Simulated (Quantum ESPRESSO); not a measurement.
## Au in Quantum ESPRESSO: the effect of strain

The system is Au.

```xyz
1
Lattice="0.0000 2.0350 2.0350 1.9536 0.0000 2.0350 1.9536 2.0350 0.0000" Properties=species:S:1:pos:R:3 pbc="T T T"
Au    0.0000    0.0000    0.0000
```

Alike in all runs:

```yaml
Program: Quantum ESPRESSO 7.5
Task: single point
Functional: PBE
Potentials_or_basis: SSSP 1.3 efficiency PBE
Cutoff: 816 eV
Density_cutoff: 3265 eV
k_mesh: 11 × 11 × 11
Occupations: fermi-dirac, width 0.05 eV
Spin: no spin polarisation
Kind_of_strain: uniaxial_x
Mixing_beta: 0.5
Most_SCF_iterations: 120
SCF_threshold: 2e-10 Ry
```

```csv
strain,pressure (GPa)
-0.04,18.7
-0.02,14.0
-0.01,11.9
0,9.8
0.01,?
0.02,6.1
0.04,2.8
```

Task: What does the run with strain 0.01 give?

Result: Pressure 7.9 GPa.

Worked out: A parabola through the other rows of the pressure, of slope -187 GPa per unit of strain there, gives 7.9 GPa, against the run's 7.9.
